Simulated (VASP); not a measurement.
# Settings for SiC: relaxation of the atoms

SiC, P1 (no. 1), 12 atoms in the cell. PBE; PAW potentials Si, C (PBE set). VASP 6.6.1.

Wanted: energy within 2 meV/atom; shortest distances from each atom, periodic images included within 0.005 Å.

What the run is for: geometry; Accuracy asked: standard.

POSCAR:
```
SiC
1.0
    1.5389000000     -2.6675000000      0.0000000000
    1.5389000000      2.6675000000      0.0000000000
    0.0000000000      0.0000000000     15.1219000000
Si C
6 6
Direct
    0.1902820000      0.8465920000      0.8124390000
    0.8060520000      0.1492820000      0.3060610000
    0.4814330000      0.4886030000      0.9720100000
    0.4919360000      0.5045000000      0.4724490000
    0.8603490000      0.1879710000      0.6444790000
    0.1799380000      0.8449270000      0.1426120000
    0.1830350000      0.8421950000      0.6830310000
    0.8334870000      0.1679090000      0.1816810000
    0.8275230000      0.1511020000      0.5166890000
    0.1641050000      0.8270220000      0.0175100000
    0.4941620000      0.5083760000      0.8490720000
    0.5106000000      0.5092290000      0.3461940000
```

The series start from Plane-wave cutoff (eV): 520; k-point mesh: 5 × 5 × 1; Ionic threshold (EDIFFG): -0.01; Electronic threshold (eV): 1e-6; Precision mode (PREC): Accurate; Projection operators (LREAL): Auto, ROPT -0.00025; Relaxation algorithm: IBRION=2; Electronic steps between moves: NELMIN=4 ALGO=Normal. Each series keeps the choices made before it, and each single choice may use up half of a tolerance.

## Plane-wave cutoff (eV)

| Plane-wave cutoff (eV) | Energy less reference (meV/atom) | Shortest distances from each atom, periodic images included, largest deviation (Å) | Time (s) |
|---|---|---|---|
| 360 | -1.8 | 0.0004 | 66 |
| 400 | -1.0 | 0.0004 | 66 |
| 460 | 0.1 | 0.0003 | 88 |
| 520 | 1.0 | 0.0004 | 103 |
| 640 (reference) | 0.0 | 0.0000 | 166 |

Chosen: 640; the next looser run is off by more than half of the tolerance, so convergence isn't shown beyond this value.

## k-point mesh

| k-point mesh | Energy less reference (meV/atom) | Shortest distances from each atom, periodic images included, largest deviation (Å) | Time (s) |
|---|---|---|---|
| 3 × 3 × 1 | 130.1 | 0.0061 | 79 |
| 4 × 4 × 1 | 31.1 | 0.0030 | 143 |
| 5 × 5 × 1 | 9.2 | 0.0012 | 166 |
| 7 × 7 × 2 | 0.6 | 0.0001 | 362 |
| 8 × 8 × 2 (reference) | 0.0 | 0.0000 | 465 |

Chosen: 7 × 7 × 2, the loosest value from which every tighter one stays within half of the tolerance.

## Ionic threshold (EDIFFG)

| Ionic threshold (EDIFFG) | Energy less reference (meV/atom) | Shortest distances from each atom, periodic images included, largest deviation (Å) | Time (s) |
|---|---|---|---|
| -0.1 | 0.1 | 0.0023 | 204 |
| -0.05 | 0.1 | 0.0024 | 251 |
| -0.02 | 0.0 | 0.0007 | 284 |
| -0.01 | 0.0 | 0.0003 | 362 |
| -0.005 | 0.0 | 0.0002 | 467 |
| -0.002 (reference) | 0.0 | 0.0000 | 488 |

Chosen: -0.1.

## Electronic threshold (eV)

| Electronic threshold (eV) | Energy less reference (meV/atom) | Shortest distances from each atom, periodic images included, largest deviation (Å) | SCF iterations | Time (s) |
|---|---|---|---|---|
| 0.0001 | 0.0 | 0.0008 | 54 | 135 |
| 1e-5 | 0.0 | 0.0002 | 64 | 165 |
| 1e-6 | 0.0 | 0.0001 | 78 | 204 |
| 1e-7 (reference) | 0.0 | 0.0000 | 93 | 221 |

Chosen: 0.0001.

## Precision mode (PREC)

| Precision mode (PREC) | Energy less reference (meV/atom) | Shortest distances from each atom, periodic images included, largest deviation (Å) | SCF iterations | Time (s) |
|---|---|---|---|---|
| Normal | 0.0 | 0.0006 | 54 | 52 |
| Accurate (reference) | 0.0 | 0.0000 | 54 | 135 |

Chosen: Normal.

## Projection operators (LREAL)

| Projection operators (LREAL) | Energy less reference (meV/atom) | Shortest distances from each atom, periodic images included, largest deviation (Å) | SCF iterations | Time (s) |
|---|---|---|---|---|
| Auto, ROPT -0.005 | -3.1 | 0.0101 | 78 | 69 |
| Auto, ROPT -0.002 | -1.2 | 0.0058 | 54 | 52 |
| Auto, ROPT -0.001 | -0.7 | 0.0056 | 54 | 52 |
| Auto, ROPT -0.0005 | 0.2 | 0.0013 | 54 | 51 |
| Auto, ROPT -0.00025 | -0.2 | 0.0006 | 54 | 52 |
| Auto, ROPT -0.0001 | -0.3 | 0.0002 | 54 | 54 |
| False (reference) | 0.0 | 0.0000 | 54 | 58 |

Chosen: Auto, ROPT -0.0005.

## Relaxation algorithm

| Relaxation algorithm | Energy less reference (meV/atom) | Shortest distances from each atom, periodic images included, largest deviation (Å) | SCF iterations | Time (s) |
|---|---|---|---|---|
| IBRION=2 | 0.0 | 0.0000 | 54 | 51 |
| IBRION=2 POTIM=0.2 | 0.0 | 0.0023 | 51 | 53 |
| IBRION=2 POTIM=0.8 | 0.0 | 0.0021 | 59 | 58 |
| IBRION=1 | 0.3 | 0.0060 | 45 | 43 |
| IBRION=1 POTIM=0.2 | 0.5 | 0.0067 | 35 | 34 |
| IBRION=1 POTIM=0.3 NFREE=10 | 0.3 | 0.0053 | 35 | 33 |
| IBRION=3 POTIM=0.2 SMASS=0.4 | -0.2 | 0.0026 | 89 | 82 |
| IBRION=3 POTIM=0.3 | 0.0 | 0.0044 | 66 | 58 |

Chosen: IBRION=2; no other choice that stays within half of the tolerance saves 30 % of the time.

## Electronic steps between moves

| Electronic steps between moves | Energy less reference (meV/atom) | Shortest distances from each atom, periodic images included, largest deviation (Å) | SCF iterations | Time (s) |
|---|---|---|---|---|
| NELMIN=4 ALGO=Normal | 0.0 | 0.0000 | 54 | 51 |
| ALGO=Normal | 0.0 | 0.0002 | 52 | 49 |
| NELMIN=4 MAXMIX=40 ALGO=Normal | 0.0 | 0.0009 | 59 | 53 |
| NELMIN=4 ALGO=Fast | 0.0 | 0.0006 | 55 | 42 |
| NELMIN=4 MAXMIX=40 ALGO=Fast | 0.0 | 0.0007 | 68 | 51 |

Chosen: NELMIN=4 ALGO=Normal.

## All choices together

| Input | Energy less reference (meV/atom) | Shortest distances from each atom, periodic images included, largest deviation (Å) | Time (s) |
|---|---|---|---|
| the program's defaults (naive) | 8.4 | 0.0022 | 14 |
| chosen settings | 0.9 | 0.0027 | 51 |
| reference settings throughout | 0.0 | 0.0000 | 461 |

The chosen settings stay within the tolerance of the reference run, but the reference itself isn't shown to be converged in: Plane-wave cutoff (eV).

## The input

INCAR:
```
SYSTEM = SiC
ALGO = Normal ; EDIFF = 1E-4
EDIFFG = -0.1 ; EFERMI = MIDGAP
ENCUT = 640 ; GGA = PE
GGA_COMPAT = .False. ; IBRION = 2
ISIF = 2 ; ISMEAR = 0
KPAR = 8 ; LASPH = .True.
LCHARG = .False. ; LREAL = Auto
LWAVE = .False. ; NELM = 120
NELMIN = 4 ; NSW = 120
PREC = Normal ; ROPT = -0.0005 -0.0005
SIGMA = 0.03
```

KPOINTS:
```
Automatic mesh
0
Gamma
  7 7 2
  0 0 0
```

Commands:
```
cat potpaw_PBE.64/Si/POTCAR potpaw_PBE.64/C/POTCAR > POTCAR
mpirun -np 8 vasp_std > vasp.out
```

The chosen input took VASP 6.6.1 51 s on 8 cores (Intel Xeon 6975P-C (Granite Rapids)), a shared host.

## An input that fails: too few ionic steps

It gives no converged result.

Changes against the starting input:
```
- NSW = 120
- NELM = 120
+ NSW = 3
+ NELM = 82
```
